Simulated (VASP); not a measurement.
Write the native input for VASP 6.6.1 that does the following.

```yaml
Task: band structure
Functional: PBEsol
Dispersion: D3
Potentials_or_basis: VASP PAW PBE potentials, release 64 (Be_sv)
Cutoff: 520 eV
k_mesh: 15 × 15 × 15
Occupations: fermi-dirac, width 0.02 eV
Spin: no spin polarisation
Further_INCAR_settings: ALGO = Normal; EDIFF = 1e-07; NBANDS = 8
```

The structure of Be lies in POSCAR:

```
Be
1.0
   -1.2536230000      1.2633460000      1.2569400000
    1.2446320000     -1.2347160000      1.2193190000
    1.2771260000      1.2582190000     -1.2283100000
Be
1
Direct
    0.0071930000     -0.0035690000      0.0081230000
```

This isn't the form of Be at room conditions, which is hcp.

The cell isn't the ideal one: cell strained at random at fixed volume.

The input as run:

INCAR

```
SYSTEM = Be
PREC = Accurate ; ENCUT = 520
EDIFF = 1E-7 ; ISMEAR = -1
SIGMA = 0.02 ; LREAL = .FALSE.
LASPH = .TRUE. ; NELM = 100
ALGO = Normal ; ISIF = 2
LWAVE = .FALSE. ; LCHARG = .FALSE.
GGA = PS ; IVDW = 11
NBANDS = 8
```

KPOINTS

```
Automatic mesh
0
G
  15 15 15
  0 0 0
```

KPOINTS_OPT

```
path XGY,LGZ,NGM,RG
15
line-mode
reciprocal
 0.0000000000  0.5000000000  0.0000000000  X
 0.0000000000  0.0000000000  0.0000000000  G

 0.0000000000  0.0000000000  0.0000000000  G
 0.0000000000  0.0000000000 -0.5000000000  Y

 0.0000000000  0.5000000000 -0.5000000000  L
 0.0000000000  0.0000000000  0.0000000000  G

 0.0000000000  0.0000000000  0.0000000000  G
-0.5000000000  0.0000000000  0.5000000000  Z

-0.5000000000  0.5000000000  0.5000000000  N
 0.0000000000  0.0000000000  0.0000000000  G

 0.0000000000  0.0000000000  0.0000000000  G
-0.5000000000  0.0000000000  0.0000000000  M

-0.5000000000  0.5000000000  0.0000000000  R
 0.0000000000  0.0000000000  0.0000000000  G
```

Potentials or basis: VASP PAW PBE potentials, release 64 (Be_sv).

Command:

```console
$ cat potpaw_PBE.64/Be_sv/POTCAR > POTCAR
$ mpirun -np 1 vasp_std > vasp.out
```

Results of the run:

```
Pressure                   : -6.4 GPa
Band gap along the path    : none (metal or under the smearing width)
Dispersion energy per atom : -0.181 eV
```

Caveat: the PAW data sets were made with another functional, which shifts forces and pressure a little; pairwise dispersion overbinds metals, which lowers pressure and volume.

Run time: 56 s on 1 thread of AMD EPYC 7R13 Processor (Zen 3), with other jobs on the host, peak memory 0.23 GiB.
